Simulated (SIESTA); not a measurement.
Runs of SIESTA 5.4.2 on Mo. The structure is cubic, space group Im-3m (No. 229). Conventional cell: a = 3.168 Å, b = 3.168 Å, c = 3.168 Å, α = 90.00°, β = 90.00°, γ = 90.00°. Around Mo (site symmetry m-3m) lie 8 Mo at 2.74 Å. 

```csv
task,level,potentials or basis,cell,k mesh,optimiser,force tolerance,gap on the mesh (eV),pressure (GPa),V0 of scaled cells (Å³/atom),relaxed volume (Å³/atom),B0 (GPa)
relaxation of cell and atoms,PBE,"PseudoDojo 0.4 standard (PBE files), DZP (energy shift 0.003 Ry; two zetas on semicore shells)",relaxed,8 × 8 × 8,Broyden,0.01 eV/Å,none,0.0,-,16.01,-
equation of state,PBE,"PseudoDojo 0.4 standard (PBE files), DZP (energy shift 0.003 Ry; two zetas on semicore shells)",as given,12 × 12 × 12,-,-,-,-,15.95,-,265
single point,PBE,"PseudoDojo 0.4 standard (PBE files), DZP (energy shift 0.003 Ry; two zetas on semicore shells)",as given,12 × 12 × 12,-,-,none,(c),-,-,-
equation of state,PBEsol,"PseudoDojo 0.4 standard (PBEsol files), DZP (energy shift 0.003 Ry; two zetas on semicore shells)",as given,12 × 12 × 12,-,-,-,-,(a),-,(b)
relaxation of cell and atoms,PBEsol,"PseudoDojo 0.4 standard (PBEsol files), DZP (energy shift 0.003 Ry; two zetas on semicore shells)",relaxed,9 × 9 × 9,-,0.04 eV/Å,none,0.0,-,15.50,-
relaxation of cell and atoms,PBE,"PseudoDojo 0.4 standard (PBE files), DZP (energy shift 0.003 Ry; two zetas on semicore shells)",relaxed to 10 GPa,8 × 8 × 8,Broyden,0.01 eV/Å,none,10.0,-,-,-
single point,PBE,"PseudoDojo 0.4 standard (PBE files), DZP (energy shift 0.003 Ry; two zetas on semicore shells)",cell strained at random at fixed volume,12 × 12 × 12,-,-,none,1.3,-,-,-
relaxation of cell and atoms,PBE,"PseudoDojo 0.4 standard (PBE files), DZP (energy shift 0.003 Ry; two zetas on semicore shells)",relaxed to 5 GPa,8 × 8 × 8,Broyden,0.01 eV/Å,none,5.0,-,-,-
band structure,PBEsol,"PseudoDojo 0.4 standard (PBEsol files), DZP (energy shift 0.003 Ry; two zetas on semicore shells)",as given,12 × 12 × 12,-,-,none,-6.6,-,-,-
single point,PBEsol,"PseudoDojo 0.4 standard (PBEsol files), DZP (energy shift 0.003 Ry; two zetas on semicore shells)",cell strained at random at fixed volume,12 × 12 × 12,-,-,none,-6.3,-,-,-
relaxation of cell and atoms,PBE,"PseudoDojo 0.4 standard (PBE files), DZP (energy shift 0.003 Ry; two zetas on semicore shells)",relaxed to 20 GPa,8 × 8 × 8,Broyden,0.01 eV/Å,none,20.0,-,-,-
relaxation of cell and atoms,PBE,"PseudoDojo 0.4 standard (PBE files), DZP (energy shift 0.003 Ry; two zetas on semicore shells)",relaxed to 2 GPa,8 × 8 × 8,Broyden,0.01 eV/Å,none,2.0,-,-,-
```

Alike in all rows: no spin polarisation; smearing fermi-dirac 0.05 eV; grid cutoff 800 Ry; energy shift 0.003 Ry.

Fill in the values left out.

(a) 15.51; (b) 286; (c) 1.0.

Caveats: the basis of atomic orbitals isn't converged, which shifts pressures, moduli and gaps.

A k mesh can miss the band edges, and the runs leave out spin-orbit coupling on Mo.

A gap of «none» marks a metal or a gap under the smearing width.
